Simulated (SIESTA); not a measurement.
PtSe2 (Sudovikovite):

```
Pt Se
1.0
     3.72400    0.00000    0.00000
    -1.86200    3.22508    0.00000
     0.00000    0.00000    5.06200
Pt Se
1 2
Direct
  0.00000 0.00000 0.00000
  0.66667 0.33333 0.75000
  0.33333 0.66667 0.25000
```

Base run:

| Item | Value |
| --- | --- |
| Program | SIESTA 5.4.2 |
| Functional | SVWN5 |
| Potentials or basis | PseudoDojo 0.4 standard (LDA files) |
| Basis | DZP (energy shift 0.002 Ry) |
| Grid cutoff | 800 Ry |
| Energy shift | 0.002 Ry |
| k mesh | 8 × 8 × 5 |
| Occupations | fermi-dirac, width 0.05 eV |
| Spin | no spin polarisation |

Its results: band gap on the k mesh none (metal or under the smearing width); pressure 6.8 GPa; largest force 1.116 eV/Å.

Question: The run is repeated on the same cell with these changes: functional from SVWN5 to PBE; potentials or basis from PseudoDojo 0.4 standard (LDA files) to SG15 1.2 NC or PseudoDojo by element (PBE files); valence electrons from 50 to 30. What comes out?

Answer: Band gap on the k mesh none (metal or under the smearing width); pressure 10.9 GPa; largest force 1.138 eV/Å.

Caveats: semicore shells carry a single zeta, which can move pressures by several GPa and volumes by a few percent; spin-orbit coupling is left out, which moves the levels of the heavy elements; the basis of atomic orbitals isn't converged, which shifts pressures, moduli and gaps; forces of over 1 eV/Å show positions far from the minimum, so gaps and moduli don't describe the material at rest.
